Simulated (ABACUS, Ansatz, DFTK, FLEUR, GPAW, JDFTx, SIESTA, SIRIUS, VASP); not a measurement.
One calculation of GaAs, 9 ways

```
As Ga
1.0
     0.00000    2.82685    2.82685
     2.82685    0.00000    2.82685
     2.82685    2.82685    0.00000
As Ga
1 1
Direct
  0.75000 0.75000 0.75000
  0.00000 0.00000 0.00000
```

Alike in all runs: task equation of state; functional PBEsol; k mesh 8 × 8 × 8; occupations fermi-dirac, width 0.05 eV; no spin polarisation; no spin-orbit coupling.

```tsv
program and potentials	plane-wave cutoff (eV)	notes	equilibrium volume (Å³/atom)	bulk modulus (GPa)
GPAW, PAW data sets generated for this functional	600	-	22.99	70.6
JDFTx, PseudoDojo-SR-PBEsol-0.4.1-standard with smoothed tails	1143	-	22.68	68.8
SIESTA, files PseudoDojo sr-pbesol-0.4.1-standard, DZP (energy shift 0.003 Ry; two zetas on semicore shells)	-	atomic basis	22.86	72.6
DFTK, PseudoDojo SR PBEsol 0.4.1 standard (PBEsol)	1143	-	22.68	68.8
ABACUS, PseudoDojo NC SR 0.4.1 PBEsol standard, plane waves	1143	-	22.68	68.8
VASP, PBE PAW files As, Ga_d, 520 eV	520	potentials made for PBE	22.70	68.8
FLEUR, all-electron, FLAPW	-	-	?	?
SIRIUS, PseudoDojo 0.4.1 PBEsol standard (scalar relativistic)	1152	-	22.68	68.8
Ansatz, all-electron LAPW, scalar-relativistic	-	-	22.65	68.9
```

Question: Estimate from the other rows what the run with FLEUR, all-electron, FLAPW gave.

Answer: Equilibrium volume 22.65 Å³/atom; bulk modulus 69.0 GPa. The other rows, which needn't bracket it: equilibrium volume 22.65 to 22.99; bulk modulus 68.8 to 72.6.
